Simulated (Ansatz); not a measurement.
# CoPdO2: the cost of one run

Program: Ansatz 0.2.0. Level of theory: DFT PBE, scalar-relativistic, plane waves, PAW. These are calculated values, not measurements.

5 further runs of the same task are left out: 2 that didn't finish, 3 set aside as unsound or not needed.

## 1. The structure to begin with

The structure is trigonal, space group R-3m (No. 166). The conventional cell has a = 2.862 Å, b = 2.862 Å, c = 17.837 Å, α = 90.00°, β = 90.00°, γ = 120.00°. Co (site symmetry -3m) has 6 O at 1.91 Å in its first shell of neighbours. Pd (site symmetry -3m) has 2 O at 2.01 Å in its first shell of neighbours. O (site symmetry 3m) is surrounded by 3 Co at 1.91 Å and 1 Pd at 2.01 Å.

As a file:

```
CELL_PARAMETERS angstrom
-1.43106 2.47866 0.00000
-4.29317 -2.47866 0.00000
1.43106 0.82622 5.94557
ATOMIC_POSITIONS crystal
Co 0.50000 0.00000 0.50000
Co 0.00000 0.50000 0.50000
Pd 0.50000 0.50000 0.00000
Pd 0.00000 0.00000 0.00000
O 0.50000 0.61284 0.33852
O 0.00000 0.11284 0.33852
O 0.50000 0.38716 0.66148
O 0.00000 0.88716 0.66148
```

It is built from the cell relaxed beforehand with the same method (10.54 Å³/atom).

## 2. Zero of the scan

Contents of input.yaml:

```yaml
crystal:
  lattice:
    - [-1.431057075, 2.4786635624, 0.0]
    - [-4.2931712249, -2.4786635624, 0.0]
    - [1.431057075, 0.8262211875, 5.9455726759]
  atoms:
    - { symbol: Co, position: [0.5, 0.0, 0.5] }
    - { symbol: Co, position: [0.0, 0.5, 0.5] }
    - { symbol: Pd, position: [0.5, 0.5, 0.0] }
    - { symbol: Pd, position: [0.0, 0.0, 0.0] }
    - { symbol: O, position: [0.5, 0.6128397895, 0.3385193685] }
    - { symbol: O, position: [0.0, 0.1128397895, 0.3385193685] }
    - { symbol: O, position: [0.5, 0.3871602105, 0.6614806315] }
    - { symbol: O, position: [0.0, 0.8871602105, 0.6614806315] }
basis:
  ecutwfc: 420
kpoints:
  mp_grid: { grid: [12, 8, 6] }
hamiltonian:
  xc: pbe
scf:
  occupations: { method: gaussian, width: 0.15 }
output:
  forces: true
  stress: true
  eigenvalues: true
  write_density: true
  write_potential: true
  elf: true
  volumetric_format: npy
```

The run is started by

```bash
ansatz run input.yaml --threads 2 --pin off --max-ram 5120MiB --backend cpu --events-out ev --progress --plain --runs-dir out
```

**Question.** How long does this run take on 2 threads of AMD EPYC 9R45 (Zen 5), shared host, and how much memory does it need?

About 8.7 s, with a peak of 0.87 GiB.
